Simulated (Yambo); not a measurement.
# AlN (F-43m) in Yambo: further runs, part 3 of 3

Yambo 5.3.0. The steps go on from the part before.

### 6 G0W0 quasiparticle levels, PBE

The input, g0w06.in:

```
gw0
dyson
el_el_corr
rim_cut
HF_and_locXC
ppa
em1d
RandQpts= 1000000
RandGvec= 50 RL
EXXRLvcs= 84 Ry
VXCRLvcs= 84 Ry
Chimod= "HARTREE"
% BndsRnXp
 1 | 104 |
%
NGsBlkXp= 8 Ry
% LongDrXp
 1 | 1 | 1 |
%
PPAPntXp= 27.21138 eV
% GbndRnge
 1 | 104 |
%
GTermKind= "BG"
DysSolver= "n"
ExtendOut
% QPkrange
 1 | 1 | 3 | 6 |
 8 | 8 | 3 | 6 |
%
```

The input, scf.in:

```
&CONTROL
  calculation = 'scf'
  prefix = 'pwscf'
  outdir = './tmp'
  pseudo_dir = './pseudo'
/
&SYSTEM
  ibrav = 0
  nat = 2
  ntyp = 2
  ecutwfc = 84
  nbnd = 9
  occupations = 'smearing'
  smearing = 'fd'
  degauss = 0.00367493
  force_symmorphic = .true.
/
&ELECTRONS
  conv_thr = 4d-10
  electron_maxstep = 120
  mixing_beta = 0.5
/
ATOMIC_SPECIES
Al    26.9815 Al.upf
N     14.0070 N.upf
CELL_PARAMETERS bohr
   0.0000000000    4.1271496856    4.1271496856
   4.1271496856    0.0000000000    4.1271496856
   4.1271496856    4.1271496856    0.0000000000
ATOMIC_POSITIONS bohr
Al     0.0000000000    0.0000000000    0.0000000000
N      2.0635748428    2.0635748428    2.0635748428
K_POINTS automatic
5 5 5 0 0 0
```

The input, nscf.in:

```
&CONTROL
  calculation = 'nscf'
  prefix = 'pwscf'
  outdir = './tmp'
  pseudo_dir = './pseudo'
/
&SYSTEM
  ibrav = 0
  nat = 2
  ntyp = 2
  ecutwfc = 84
  nbnd = 104
  occupations = 'fixed'
  force_symmorphic = .true.
/
&ELECTRONS
  conv_thr = 1d-08
  diago_full_acc = .true.
  diago_thr_init = 1d-06
/
ATOMIC_SPECIES
Al    26.9815 Al.upf
N     14.0070 N.upf
CELL_PARAMETERS bohr
   0.0000000000    4.1271496856    4.1271496856
   4.1271496856    0.0000000000    4.1271496856
   4.1271496856    4.1271496856    0.0000000000
ATOMIC_POSITIONS bohr
Al     0.0000000000    0.0000000000    0.0000000000
N      2.0635748428    2.0635748428    2.0635748428
K_POINTS automatic
5 5 5 0 0 0
```

Potentials or basis: PseudoDojo 0.4.1 SR PBE standard.

The run is started by

```bash
OMP_NUM_THREADS=1 pw.x -in scf.in > scf.out
OMP_NUM_THREADS=1 pw.x -in nscf.in > nscf.out
cd tmp/pwscf.save; p2y; mv SAVE ../..; cd ../..
OMP_NUM_THREADS=1 yambo
mkdir -p g0w06; ln -s $PWD/g0w00/ndb.pp* g0w06/
mkdir -p g0w06; ln -s $PWD/g0w00/ndb.RIM g0w06/
OMP_NUM_THREADS=1 yambo -F g0w06.in -J g0w06 -C g0w06_out
```

Yambo's report:

```text
[... sections 02.01 to 02.04 as in the set-up run ...]

  [02.05] Energies & Occupations
  ==============================

  [X] === General ===
  [X] Electronic Temperature                        :  0.000000  0.000000 [eV K]
  [X] Bosonic    Temperature                        :  0.000000  0.000000 [eV K]
  [X] Finite Temperature mode                       : no
  [X] El. density                                   :  0.38398E+24 [cm-3]
  [X] Fermi Level                                   :  6.964913 [eV]

  [X] === Gaps and Widths ===
  [X] Conduction Band Min                           :  3.899047 [eV]
  [X] Valence Band Max                              :  0.000000 [eV]
  [X] Filled Bands                                  :   4
  [X] Empty Bands                                   :    5  104
  [X] Direct Gap                                    :  4.189016 [eV]
  [X] Direct Gap localized at k                     :  1
  [X] Indirect Gap                                  :  3.899047 [eV]
  [X] Indirect Gap between kpts                     :   1   8
  [X] Last valence band width                       :  1.883691 [eV]
  [X] 1st conduction band width                     :  3.650183 [eV]

 [03] Transferred momenta grid and indexing
 ==========================================

 IBZ Q-points                                      :  10
 BZ  Q-points                                      :  125

[... 181 lines left out ...]

  [WR./g0w06//ndb.QP]-------------------------------------------------------------
   Lattice constants                                :  4.127150  4.127150  4.127150
   Coulomb cutoff potential                         : none
   Electronic Temperature                           :  0.000000 [K]
   Bosonic    Temperature                           :  0.000000 [K]
   Green`s function   energies                      : Perdew, Burke & Ernzerhof(X)+Perdew, Burke & Ernzerhof(C)
   wavefunctions                                    : Perdew, Burke & Ernzerhof(X)+Perdew, Burke & Ernzerhof(C)
   PPA    diel. fun.  energies                      : Perdew, Burke & Ernzerhof(X)+Perdew, Burke & Ernzerhof(C)
   wavefunctions                                    : Perdew, Burke & Ernzerhof(X)+Perdew, Burke & Ernzerhof(C)
   QP tot states                                    :   8
   GW solver                                        : Newton
   GW approximation                                 : PPA
   PPA imaginary Energy                             :  27.21138 ev
   RIM G`s                                          :   51
   RIM random pts                                   :  1000000
   dS/dw steps                                      :  2
   dS/dw step                                       :  0.100000 ev
   X G`s                                            :   65 used
   X G`s                                            :   65 disk
   X bands                                          :    1  104
   X poles                                          :  100.0000 o/o
   X e/h E range                                    : -1.000000 -1.000000 ev
   X Hxc Kernel                                     : HARTREE
   X BZ energy Double Grid                          : no
   X Optical Averaged directions                    : none
   Sc/G bands                                       :    1  104
   Sc/G damping                                     :  0.100000 ev
   Sc bands terminator                              : yes
   Sc terminator kind                               : BG
   Sc Terminator pole                               :  40.81708
   Sx RL components                                 :  1893

   QP @ state[ 1 ] K range                          :  1  1
   QP @ state[ 1 ] b range                          :   3   6
   QP @ state[ 2 ] K range                          :   8   8
   QP @ state[ 2 ] b range                          :   3   6
   GF energies kind                                 : Perdew, Burke & Ernzerhof(X)+Perdew, Burke & Ernzerhof(C)
   GF WF`s kind                                     : Perdew, Burke & Ernzerhof(X)+Perdew, Burke & Ernzerhof(C)
   Xs energies kind                                 : Perdew, Burke & Ernzerhof(X)+Perdew, Burke & Ernzerhof(C)
   Xs WF`s kind                                     : Perdew, Burke & Ernzerhof(X)+Perdew, Burke & Ernzerhof(C)
```

o-g0w06.qp:

```text
# GW solver                                       : Newton
# GW approximation                                : PPA
# PPA imaginary Energy                            :   27.2113800    [ev]
[... 39 lines left out ...]
         8                  5                 3.899047           4.246372           0.347324          -9.467589          -5.196123          -3.856215          -3.924142          -5.320485           0.836452          -0.996245E-3       -11.85900           55.50315
         8                  6                 8.922767           9.481655           0.558887          -9.465068          -4.385715          -4.414024          -4.520466          -5.181562           0.840039          -0.001015          -13.82537           47.60901
#
```

What came out:

| Quantity | Value |
| --- | --- |
| Band gap on the k mesh, mean-field level | 3.90 eV, indirect (least direct gap 4.19 eV) |
| Quasiparticle gap | 5.08 eV |
| Least direct quasiparticle gap | 5.56 eV |
| Quasiparticle gap at Γ | 5.56 eV |
| Band gap of the same states before the correction | 3.90 eV |

Quasiparticle terms (eV):
```tsv
k point	band	Kohn-Sham level	Vxc	Σx	Σc	Z	result
(0.000, 0.000, 0.000)	3	0.00	-16.95	-20.96	2.96	0.79	-0.83
(0.000, 0.000, 0.000)	4	0.00	-16.95	-20.96	2.95	0.79	-0.84
(0.000, 0.000, 0.000)	5	4.19	-12.52	-8.08	-3.79	0.82	4.72
(0.000, 0.000, 0.000)	6	12.58	-9.89	-4.12	-5.07	0.82	13.15
(0.000, 0.400, 0.400)	3	-1.64	-15.52	-20.15	3.22	0.79	-2.75
(0.000, 0.400, 0.400)	4	-1.64	-15.52	-20.15	3.22	0.79	-2.75
(0.000, 0.400, 0.400)	5	3.90	-9.47	-5.20	-3.86	0.84	4.25
(0.000, 0.400, 0.400)	6	8.92	-9.47	-4.39	-4.41	0.84	9.48
```

Caveat: the k mesh is coarse (spacing up to 0.50 Å⁻¹), so the values aren't converged; mesh, valence shells or block size may be too small for converged GW; the basis isn't converged for GW; a mesh with odd counts misses the zone's faces, so its gaps can be larger than the crystal's; this version prints the column dSc/dw multiplied by 27.2; the terminator is approximate in this version, by hundredths of an eV; an odd mesh through Γ misses points on the zone boundary, where band edges often lie.
